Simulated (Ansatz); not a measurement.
# Cu: the cost of one run

Computed with Ansatz 0.2.0 (DFT PBE, scalar-relativistic, plane waves, PAW, unless a step's input says otherwise).

### 1 The system as given

The structure is tetragonal, space group P4/mmm (No. 123). The conventional cell has a = 2.510 Å, b = 2.510 Å, c = 29.200 Å, α = 90.00°, β = 90.00°, γ = 90.00°. Around Cu (site symmetry 4mm) lie 8 Cu at 2.51 Å. Cu (site symmetry 4mm) has 12 Cu at 2.51 Å as nearest neighbours. Cu (site symmetry 4/mmm) is surrounded by 12 Cu at 2.51 Å.

As a file:

```cif
data_structure
_symmetry_space_group_name_H-M 'P 1'
_symmetry_Int_Tables_number 1
_cell_length_a 2.5102
_cell_length_b 2.5102
_cell_length_c 29.2000
_cell_angle_alpha 90.000
_cell_angle_beta 90.000
_cell_angle_gamma 90.000
_cell_volume 184.00
loop_
_atom_site_label
_atom_site_type_symbol
_atom_site_fract_x
_atom_site_fract_y
_atom_site_fract_z
_atom_site_occupancy
Cu1 Cu 0.00000 0.00000 0.25685 1
Cu2 Cu 0.50000 0.50000 0.31764 1
Cu3 Cu 0.00000 0.00000 0.37842 1
Cu4 Cu 0.50000 0.50000 0.43921 1
Cu5 Cu 0.00000 0.00000 0.50000 1
Cu6 Cu 0.50000 0.50000 0.56079 1
Cu7 Cu 0.00000 0.00000 0.62158 1
Cu8 Cu 0.50000 0.50000 0.68236 1
Cu9 Cu 0.00000 0.00000 0.74315 1
```

### 2 Relaxing the atoms: Cu9 slab, no spin

input.yaml reads:

```yaml
crystal:
  lattice:
    - [2.5102290732, 0.0, 0.0]
    - [0.0, 2.5102290732, 0.0]
    - [0.0, 0.0, 29.2]
  atoms:
    - { symbol: Cu, position: [0.0, 0.0, 0.2568493151] }
    - { symbol: Cu, position: [0.5, 0.5, 0.3176369863] }
    - { symbol: Cu, position: [0.0, 0.0, 0.3784246575] }
    - { symbol: Cu, position: [0.5, 0.5, 0.4392123288] }
    - { symbol: Cu, position: [0.0, 0.0, 0.5] }
    - { symbol: Cu, position: [0.5, 0.5, 0.5607876712] }
    - { symbol: Cu, position: [0.0, 0.0, 0.6215753425] }
    - { symbol: Cu, position: [0.5, 0.5, 0.6823630137] }
    - { symbol: Cu, position: [0.0, 0.0, 0.7431506849] }
scf:
  occupations: { method: gaussian, width: 0.1 }
output:
  forces: true
  stress: false
  write_density: true
  write_potential: true
  elf: true
  volumetric_format: npy
hamiltonian:
  xc: pbe
efield:
  axis: 3
  dipole_correction: true
kpoints:
  mp_grid: { grid: [16, 16, 1] }
relax:
  f_tol: 0.005
```

On the command line:

```bash
$ ansatz run input.yaml --threads 8 --pin off --max-ram 20480MiB --backend cpu --events-out ev --progress --plain --runs-dir out
```

**Question.** How long does this run take on 8 threads of Intel Xeon Platinum 8488C (Sapphire Rapids), shared host, and how much memory does it need?

About 41 s, with a peak of 1.7 GiB.
